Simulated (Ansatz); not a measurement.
# SiC: the cost of one run

Method: DFT PBE, scalar-relativistic, plane waves, PAW, in Ansatz 0.2.0.

## 1. The system as given

Symmetry: P4_3, No. 78, tetragonal system. Conventional cell: a = 5.366 Å, b = 5.366 Å, c = 2.869 Å, α = 90.00°, β = 90.00°, γ = 90.00°. Si (site symmetry 1) has 4 C at 1.77 to 1.85 Å as nearest neighbours. C (site symmetry 1) is surrounded by 4 Si at 1.77 to 1.85 Å.

Coordinates:

```xyz
8
Lattice="5.3655 0.0000 0.0000 0.0000 5.3655 0.0000 0.0000 0.0000 2.8690" Properties=species:S:1:pos:R:3 pbc="T T T"
Si    0.5538    1.7685    0.6933
Si    4.8117    3.5970    2.1278
Si    3.5970    0.5538    2.8451
Si    1.7685    4.8117    1.4105
C     1.7685    0.5538    0.0240
C     3.5970    4.8117    1.4585
C     4.8117    1.7685    2.1757
C     0.5538    3.5970    0.7412
```

Recipe of the guess: 4-connected net, two elements alternating (P4_3, No. 78). Lengths come from tabulated atomic sizes and are only a guess.

## 2. The guess as it stands, on a coarse mesh

Contents of input.yaml:

```yaml
crystal:
  lattice:
    - [5.36551898, 0.0, 0.0]
    - [0.0, 5.36551898, 0.0]
    - [0.0, 0.0, 2.86902556]
  atoms:
    - { symbol: Si, position: [0.10322081, 0.32960157, 0.24164696] }
    - { symbol: Si, position: [0.89677919, 0.67039843, 0.74164696] }
    - { symbol: Si, position: [0.67039843, 0.10322081, 0.99164696] }
    - { symbol: Si, position: [0.32960157, 0.89677919, 0.49164696] }
    - { symbol: C, position: [0.32960157, 0.10322081, 0.00835304] }
    - { symbol: C, position: [0.67039843, 0.89677919, 0.50835304] }
    - { symbol: C, position: [0.89677919, 0.32960157, 0.75835304] }
    - { symbol: C, position: [0.10322081, 0.67039843, 0.25835304] }
basis:
  ecutwfc: 420
kpoints:
  mp_grid: { grid: [4, 4, 6] }
hamiltonian:
  xc: pbe
scf:
  occupations: { method: gaussian, width: 0.1 }
  lower_state_search: "off"
output:
  forces: true
  stress: true
  eigenvalues: true
```

Launch:

```console
$ ansatz run input.yaml --threads 1 --pin off --max-ram 2560MiB --backend cpu --events-out ev --progress --plain --runs-dir out
```

What time and memory should one allow on 1 thread of Arm Neoverse V2, shared host?

About 3.5 s, with a peak of 0.29 GiB.
